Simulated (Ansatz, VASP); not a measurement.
## Two plane-wave programs on Cs

```xyz
1
Lattice="-3.1736 3.1736 3.0981 3.1736 -3.1736 3.0981 3.1736 3.1736 -3.0981" Properties=species:S:1:pos:R:3 pbc="T T T"
Cs    0.0000    0.0000    0.0000
```

Change from the starting cell: strain +0.050 along x and y, +0.025 along z, atoms carried along.

Alike in both runs: task single point; functional PBE; k mesh 12 × 12 × 12; occupations gaussian, width 0.15 eV; no spin polarisation.

|  | VASP | Ansatz |
| --- | --- | --- |
| version | VASP 6.6.1 | Ansatz 0.2.0 |
| potentials or method | VASP PAW PBE potentials, release 64 (Cs_sv) | scalar-relativistic, plane waves, PAW |
| plane-wave cutoff (eV) | 520 | 420 |
| valence electrons in the cell | 9 | 9 |

|  | VASP | Ansatz | Ansatz less VASP |
| --- | --- | --- | --- |
| gap on the k mesh at the Fermi level (eV) | none | none | - |
| pressure (GPa) | -0.1 | -0.1 | +0.01 |

A gap of «none» marks a metal or a gap that the smearing closes.

The runs have no spin-orbit coupling, so splittings on Cs are missing.
